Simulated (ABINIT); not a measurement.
Sb:

```xyz
2
Lattice="3.3545 0.0000 0.0000 -1.6773 2.9051 0.0000 0.0000 0.0000 5.4702" Properties=species:S:1:pos:R:3 pbc="T T T"
Sb    1.6773    0.9684    4.1026
Sb    0.0000    1.9367    1.3675
```

This isn't the form of Sb at room conditions, which is rhombohedral.

Base run:

* Program: ABINIT 10.8.3 (patched build)
* Functional: BLYP
* Potentials or basis: PseudoDojo NC SR PBE v0.5 standard
* Cutoff: 980 eV
* k mesh: 7 × 7 × 4
* Occupations: fermi-dirac, width 0.05 eV
* Spin: no spin polarisation

Its results: band gap on the k mesh none (metal or under the smearing width); pressure 6.0 GPa.

Task: The run is repeated on the same cell with these changes: functional from BLYP to PBEsol; potentials or basis from PseudoDojo NC SR PBE v0.5 standard to PseudoDojo NC SR PBEsol v0.4.1 standard. What comes out?

Result: Band gap on the k mesh none (metal or under the smearing width); pressure -2.9 GPa.

Caveats: the potentials were made for another functional, which shifts forces and pressure (some runs).
